Magnesium sulfide in the zinc-blende structure is an insulator, and its electronic energy is an average over wave vectors $k$. A calculation replaces that average by a sum over a regular mesh of $k$-points. Here the mesh is refined for one fixed cell in the local density approximation. The column "energy less tightest" counts the energy per atom from the last row, which has the finest mesh.

GPAW 26.7.0 calculations for zinc-blende MgS (fixed two-atom cell) with the LDA functional, PAW data sets (gpaw-data 1.2.1), an 800 eV plane-wave cutoff and Fermi–Dirac smearing of 0.05 eV. The sweep value is the largest allowed k-point spacing in Å⁻¹, with 2π included. Energies are extrapolated to zero smearing, and gaps are taken on the k-point mesh.

```tsv
sweep value	energy less tightest (meV/atom)	pressure (GPa)	gap (eV)	largest force (eV/Å)
1.25	389.9	1.015	2.996	0.000
0.8333	50.6	-1.687	3.135	0.000
0.625	8.4	-2.100	3.163	0.000
0.4032	1.6	-2.176	3.170	0.000
0.3333	0.3	-2.191	3.171	0.000
0.2778	0.1	-2.194	3.171	0.000
0.2273	0.0	-2.194	3.171	0.000
0.1852	0.0	-2.194	3.171	0.000
```

**(a) The spacing 0.625 Å⁻¹ is an upper bound. Which mesh does it produce?**

*Solution.* It produces four points along each axis, and these lie closer together than requested. The primitive cell has edges of 4.007 Å, so its lattice planes are $4.007\sqrt{2/3}=3.27$ Å apart and its reciprocal vectors are $2\pi/3.27=1.92$ Å⁻¹ long. Dividing by 0.625 gives 3.07, which must be rounded up to 4. The actual spacing is then 0.48 Å⁻¹.

Down the table, the same rule gives 2, 3, 4, 5, 6, 7, 9 and 11 points per axis. This whole number $N$ is the quantity that really varies.

**(b) Why does the energy error fall so quickly?**

*Solution.* Each extra point per axis cuts the error by roughly a factor of five. A mesh of $N$ points treats the crystal as if it closed on itself after $N$ cells, so an electron wave can run round the loop and meet itself. In an insulator, the link between the waves at two places dies away exponentially with distance, unlike the electric force between charges. Lengthening the loop by one cell therefore removes most of the remaining error.

In formulas, a quantity that is periodic in $k$ is a sum of waves, $f(k)=\sum_R f_R e^{ikR}$, with $R$ running over the lattice vectors. The true average is $f_0$. The mesh average also keeps the terms whose $R$ is $N$ times a lattice vector, because the mesh cannot tell these waves from a constant. At a fixed potential they are the whole error, and for long distances theory gives them an exponential decay multiplied by a power of the distance.

**(c) Do the numbers support this form? Fit the coarser meshes and test the fit on $N=7$.**

*Solution.* A pure power law would cut the error by the same factor whenever $N$ doubles. With the errors taken before rounding, the factor is about 46 from $N=2$ to 4, but about 150 from 3 to 6, so the fall is steeper than any fixed power. A pure exponential would give the same factor at every single step, whereas that factor drops from 7.7 at the first step to 4.5 between $N=6$ and 7. The product of the two forms lies between these extremes.

A least-squares fit of the logarithm of the error $\delta$, in meV/atom, to the five meshes from $N=2$ to 6 gives

$$\ln\delta = 9.807-1.171\,N-2.161\,\ln N .$$

At $N=7$ the right-hand side is $9.807-8.197-4.205=-2.595$, so $\delta\approx0.075$ meV/atom. The calculation gives 0.074, which the table rounds to 0.1, and this row was not part of the fit. So close a match may be partly luck, because an error this small already approaches the tolerance of the self-consistency cycle. At $N=9$ the same formula gives 0.004 meV/atom against a computed 0.007, a difference too small to judge. For $N=7$, the pure exponential fitted to the same rows forecasts about two thirds of the computed error, and the pure power law more than twice the computed error.

The agreement supports the form but doesn't measure a decay length. Three constants were drawn from five rows, and the exponential and the power can partly stand in for each other.

**(d) Why does the coarsest mesh give a pressure of the wrong sign?**

*Solution.* An energy error does no harm to the pressure if it is the same at every volume, but this one is not. Pressure is the slope $P=-dE/dV$, so the pressure error is $-d\delta/dV$. The coarsest mesh gives +1.015 GPa where the finest gives −2.194 GPa, a difference of 3.21 GPa. A relaxation would expand a cell that should contract.

The size of this difference shows how the energy error depends on volume. Spread over 22.74 Å³ per atom, 389.9 meV corresponds to 2.75 GPa. The ratio $3.21/2.75\approx1.2$ means that increasing the cell volume by 1% at fixed $N$ would shrink the energy error by about 1.2%. For $N=4$ to 6 the same ratio is 1.6 to 1.7. This direction makes sense, since atoms further apart overlap less and their bands vary less with $k$.

**(e) Extra $k$-points can only reveal a lower empty level or a higher filled one. Why, then, does the gap grow?**

*Solution.* The statement holds only while the potential stays the same. The mesh with $N=9$ contains every point of the mesh with $N=3$, yet its gap is larger by nearly 0.04 eV. The levels themselves must therefore have moved. The electron density is built from the sampled states, and a better sample changes the density and with it the potential.

From $N=6$ onwards the table shows the same gap, 3.171 eV, for odd and even meshes alike. This suggests that the band edges lie at a point common to these meshes, most simply $k=0$, though the gap values alone do not identify it.

**(f) What changes if the same crystal is described by a supercell, with the cell repeated twice along every edge?**

*Solution.* Half as many points per axis then do the same work. The reciprocal vectors shrink to 0.96 Å⁻¹, so the setting 0.3333 Å⁻¹ gives $N=3$. If both meshes contain $k=0$, this is exactly equivalent to $N=6$ in the small cell.

Rounding can still upset a comparison. The setting 0.4032 Å⁻¹ also gives $N=3$ in the large cell, but only $N=5$ in the small one. Energies of different cells are best compared on equivalent meshes, not merely at equal settings.

**(g) Which mesh is good enough, and which digits can be trusted?**

*Solution.* For 1 meV/atom, take $N=6$. With $N=4$ the errors stay within 10 meV/atom in energy, 0.1 GPa in pressure and 10 meV in the gap, but each uses more than four fifths of its allowance. The forces are no guide. Every atom sits at the centre of a regular tetrahedron of neighbours, so symmetry makes its force zero on even the worst mesh.

As far as the mesh is concerned, −2.19 GPa and 3.17 eV are settled. The last two energies differ by less than the self-consistency cycle can reliably resolve. These digits describe the convergence of one calculation, not its agreement with nature: the plane-wave cutoff was not varied, and the local density approximation usually makes gaps too small. A finer mesh cures neither.
